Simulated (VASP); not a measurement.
# BP (F-43m) in VASP: a series of runs

One crystal, BP, is run at these levels: PBE; tasks: dielectric tensor, band structure.

Program: VASP 6.6.1. These are calculated values, not measurements. Logs are shortened: lines on timing, memory, paths and dates and some standing lists are left out, and cuts for length are marked.

**1. The structure**

It takes space group F-43m (No. 216, cubic). Conventional cell: a = 4.546 Å, b = 4.546 Å, c = 4.546 Å, α = 90.00°, β = 90.00°, γ = 90.00°. B (site symmetry -43m) is surrounded by 4 P at 1.97 Å. Around P (site symmetry -43m) lie 4 B at 1.97 Å.

**2. Dielectric tensor, PBE**

File INCAR:

```
SYSTEM = BP
  PREC = Accurate
  ENCUT = 600
  EDIFF = 1E-8
  ISMEAR = 0
  SIGMA = 0.03
  LREAL = .FALSE.
  LASPH = .TRUE.
  NELM = 80
  ALGO = Normal
  ISIF = 2
  LWAVE = .FALSE.
  LCHARG = .FALSE.
  GGA = PE
  LEPSILON = .TRUE.
```

File KPOINTS:

```
regular mesh
0
Monkhorst
  16 16 16
  0 0 0
```

File POSCAR:

```
BP                                      
1.0
    0.0000000000      2.2731332140      2.2731332140
    2.2731332140      0.0000000000      2.2731332140
    2.2731332140      2.2731332140      0.0000000000
  B               P             
     1     1
Direct
     0.0000000000000000    0.0000000000000000    0.0000000000000000
     0.2500000000000000    0.2500000000000000    0.2500000000000000
```

Potentials or basis: VASP PAW PBE potentials, release 64 (B, P).

Launch:

```sh
cat potpaw_PBE.64/B/POTCAR potpaw_PBE.64/P/POTCAR > POTCAR
mpirun -np 1 vasp_std > vasp.out
```

OUTCAR:

```text
SYSTEM = BP
   PREC = Accurate
   ENCUT = 600
   EDIFF = 1E-8
   ISMEAR = 0
   LREAL = .FALSE.
   LASPH = .TRUE.
   NELM = 80
   ISIF = 2
   GGA = PE
   LEPSILON = .TRUE.

 ion  position               nearest neighbor table
   1  0.000  0.000  0.000-   2 1.97   2 1.97   2 1.97   2 1.97
   2  0.250  0.250  0.250-   1 1.97   1 1.97   1 1.97   1 1.97

  LATTYP: Found a face centered cubic cell.
 ALAT       =     4.5462664280

  Lattice vectors:

 A1 = (   0.0000000000,   2.2731332140,   2.2731332140)
 A2 = (   2.2731332140,   0.0000000000,   2.2731332140)
 A3 = (   2.2731332140,   2.2731332140,   0.0000000000)

Analysis of symmetry for initial positions (statically):
=====================================================================
 Subroutine PRICEL returns:
 Original cell was already a primitive cell.

 Routine SETGRP: Setting up the symmetry group for a
 face centered cubic supercell.

 Subroutine GETGRP returns: Found 24 space group operations
 (whereof 24 operations were pure point group operations)
 out of a pool of 48 trial point group operations.

The static configuration has the point symmetry T_d .

Analysis of symmetry for dynamics (positions and initial velocities):
=====================================================================
 Subroutine PRICEL returns:
 Original cell was already a primitive cell.

 Routine SETGRP: Setting up the symmetry group for a
 face centered cubic supercell.

 Subroutine GETGRP returns: Found 24 space group operations
 (whereof 24 operations were pure point group operations)
 out of a pool of 48 trial point group operations.

The dynamic configuration has the point symmetry T_d .

 Subroutine INISYM returns: Found 24 space group operations
 (whereof 24 operations are pure point group operations),
 and found     1 'primitive' translations

----------------------------------------------------------------------------------------

                                     Primitive cell

  volume of cell :      23.4912

  direct lattice vectors                    reciprocal lattice vectors
     0.000000000  2.273133214  2.273133214    -0.219960712  0.219960712  0.219960712
     2.273133214  0.000000000  2.273133214     0.219960712 -0.219960712  0.219960712
     2.273133214  2.273133214  0.000000000     0.219960712  0.219960712 -0.219960712

  length of vectors
     3.214695820  3.214695820  3.214695820     0.380983129  0.380983129  0.380983129

  position of ions in fractional coordinates (direct lattice)
     0.000000000  0.000000000  0.000000000
     0.250000000  0.250000000  0.250000000

  ion indices of the primitive-cell ions
   primitive index   ion index
                 1           1
                 2           2

----------------------------------------------------------------------------------------

 KPOINTS: regular mesh

Automatic generation of k-mesh.
 Grid dimensions read from file:
 generate k-points for:   16   16   16

 Generating k-lattice:

  Cartesian coordinates                     Fractional coordinates (reciprocal lattice)
    -0.013747544  0.013747544  0.013747544     0.062500000  0.000000000  0.000000000
     0.013747544 -0.013747544  0.013747544     0.000000000  0.062500000  0.000000000
     0.013747544  0.013747544 -0.013747544     0.000000000  0.000000000  0.062500000

  Length of vectors
     0.023811446  0.023811446  0.023811446

  Shift w.r.t. Gamma in fractional coordinates (k-lattice)
     0.500000000  0.500000000  0.500000000

 Subroutine IBZKPT returns following result:
[... 73 lines left out ...]
   LORBIT       =      0    0 simple, 1 ext, 2 COOP (PROOUT), +10 PAW based schemes
   GGA     = PE    functional components
   LHFCALC =     F    Hartree Fock is set to
   AEXX    =    0.0000 exact exchange contribution
   IVDW    =     0    specifies the selected vdW correction
   LEPSILON=     T    determine dielectric tensor
   LRPA    =     F    only Hartree local field effects (RPA)
 non-spin polarized calculation
 Gauss-broadening in eV      SIGMA  =   0.03
  energy-cutoff  :      600.00
  volume of cell :       23.49
 maximum number of plane-waves:       799
 NGX is ok and might be reduce to    28
   NGX = 13   NGY = 13   NGZ = 13

--------------------------------------- Ionic step        1  -------------------------------------------

 number of electron       8.0000000 magnetization

 E-fermi :   7.4894     XC(G=0): -10.8838

 val. band max:        7.3347572210   @ k =   0.0312   0.0312   0.0312
 cond. band min:       8.6714354507   @ k =  -0.4062  -0.4062   0.0312
 fundamental gap:      1.3366782297
 Fermi energy:         7.4893751912

 k-point     1 :       0.0312    0.0312    0.0312
  band No.  band energies     occupation
      1      -8.0260      2.00000
      2       7.2097      2.00000
      3       7.3348      2.00000
      4       7.3348      2.00000
      5      10.8057      0.00000
      6      10.8057      0.00000
      7      10.8313      0.00000
      8      14.7126      0.00000
[... 243 lines left out ...]
 k-point    24 :      -0.4688    0.0938    0.0312
  band No.  band energies     occupation
      1      -4.6515      2.00000
      2      -1.5217      2.00000
      3       4.9893      2.00000
      4       5.4006      2.00000
      5      11.3491      0.00000
      6      12.1200      0.00000
      7      12.6003      0.00000
      8      17.6718      0.00000

 [... further k-points ...]

  FORCE on cell =-STRESS in cart. coord.  units (eV):
  Direction    XX          YY          ZZ          XY          YZ          ZX
  --------------------------------------------------------------------------------------
  -------------------------------------------------------------------------------------
  Total        0.0006894      0.0006894      0.0006894     -0.0000000      0.0000000     -0.0000000
  in kB        0.0470203      0.0470203      0.0470203     -0.0000000      0.0000000     -0.0000000
  external PRESSURE =       0.0470203 kB  Pullay stress =       0.0000000 kB

 VOLUME and BASIS-vectors are now :
 -----------------------------------------------------------------------------
  energy-cutoff  :      600.00
  volume of cell :       23.49
      direct lattice vectors                 reciprocal lattice vectors
     0.000000000  2.273133214  2.273133214    -0.219960712  0.219960712  0.219960712
     2.273133214  0.000000000  2.273133214     0.219960712 -0.219960712  0.219960712
     2.273133214  2.273133214  0.000000000     0.219960712  0.219960712 -0.219960712

 POSITION                                       TOTAL-FORCE (eV/Angst)
 -----------------------------------------------------------------------------------
      0.00000      0.00000      0.00000         0.000000      0.000000      0.000000
      1.13657      1.13657      1.13657        -0.000000     -0.000000     -0.000000
 -----------------------------------------------------------------------------------
    total drift:                               -0.000000     -0.000000      0.000000

  FREE ENERGIE OF THE ION-ELECTRON SYSTEM (eV)
  ---------------------------------------------------
  free  energy   TOTEN  =       -12.9327976177 eV

  energy  without entropy=      -12.9327976177  energy(sigma->0) =      -12.93279762

 HEAD OF MICROSCOPIC STATIC DIELECTRIC TENSOR (INDEPENDENT PARTICLE, excluding Hartree and local field effects)
 ------------------------------------------------------
           9.535777     0.000000    -0.000000
          -0.000000     9.535777     0.000000
           0.000000     0.000000     9.535777
 ------------------------------------------------------

 Free energy of the ion-electron system (eV)
  ---------------------------------------------------
  ---------------------------------------------------
  free energy    TOTEN  =        -0.56951031 eV

  energy without entropy =       -0.56951031

------------------------ aborting loop because EDIFF is reached ----------------------------------------

--------------------------------------- Ionic step        2  -------------------------------------------

------------------------ aborting loop because EDIFF is reached ----------------------------------------

--------------------------------------- Ionic step        3  -------------------------------------------

 Free energy of the ion-electron system (eV)
  ---------------------------------------------------
  ---------------------------------------------------
  free energy    TOTEN  =        -0.56951015 eV

  energy without entropy =       -0.56951015

------------------------ aborting loop because EDIFF is reached ----------------------------------------

 PIEZOELECTRIC TENSOR FIELD DIRECTION 3  (e Angst)
 -----------------------------------------------------------------------------
    -0.00085  0.15112  0.00000           ( -0.00000  0.07390  0.00000)
     0.15112 -0.00085  0.00000           (  0.07390 -0.00000  0.00000)
     0.00000  0.00000  0.00092           (  0.00000  0.00000 -0.00000)

 PIEZOELECTRIC TENSOR FIELD DIRECTION 3  (C/m^2)
 -----------------------------------------------------------------------------
    -0.00058  0.10307  0.00000
     0.10307 -0.00058  0.00000
     0.00000  0.00000  0.00063

 MACROSCOPIC STATIC DIELECTRIC TENSOR (including local field effects in DFT)
 ------------------------------------------------------
           9.190082    -0.000000     0.000000
          -0.000000     9.190082     0.000000
          -0.000000     0.000000     9.190082
 ------------------------------------------------------

 PIEZOELECTRIC TENSOR (including local field effects)  for field in x, y, z        (e  Angst)
          XX          YY          ZZ          XY          YZ          ZX
  --------------------------------------------------------------------------------
  x    -0.00000    -0.00000    -0.00000     0.00000     0.15033     0.00000
  y     0.00000    -0.00000    -0.00000    -0.00000     0.00000     0.15033
  z    -0.00000    -0.00000    -0.00000     0.15033     0.00000     0.00000

 PIEZOELECTRIC TENSOR (including local field effects)  for field in x, y, z        (C/m^2)
          XX          YY          ZZ          XY          YZ          ZX
  --------------------------------------------------------------------------------
  x    -0.00000    -0.00000    -0.00000     0.00000     0.10253     0.00000
  y     0.00000    -0.00000    -0.00000    -0.00000     0.00000     0.10253
  z    -0.00000    -0.00000    -0.00000     0.10253     0.00000     0.00000

 BORN EFFECTIVE CHARGES (including local field effects) (in |e|, cummulative output)
 ---------------------------------------------------------------------------------
 ion    1
    1    -0.47930     0.00000     0.00000
    2     0.00000    -0.47930     0.00000
    3     0.00000     0.00000    -0.47930
 ion    2
    1     0.47930     0.00000     0.00000
    2     0.00000     0.47930     0.00000
    3     0.00000     0.00000     0.47930
```

Wall time 30 min (1 thread of Intel Xeon Platinum 8259CL at 2.50GHz (Skylake/Cascade Lake), shared host); peak memory 1.2 GiB.

Results:

```yaml
Electronic_dielectric_tensor_diagonal: 9.19
Born_charges_mean_of_the_diagonal: B -0.48; P +0.48 e
```

Levels at points of the mesh, in eV from the valence-band top:
```csv
k point,band 2,band 3,band 4,band 5,band 6,band 7
"(0.03, 0.03, 0.03)",-0.13,0.00,0.00,3.47,3.47,3.50
```

Electronic dielectric tensor:
```
9.19 0.00 0.00
0.00 9.19 0.00
0.00 0.00 9.19
```

Born effective charge tensors (e):
atom 1, B
```
-0.48  0.00  0.00
 0.00 -0.48  0.00
 0.00  0.00 -0.48
```
atom 2, P
```
0.48 0.00 0.00
0.00 0.48 0.00
0.00 0.00 0.48
```

[end of part 1 of 2]
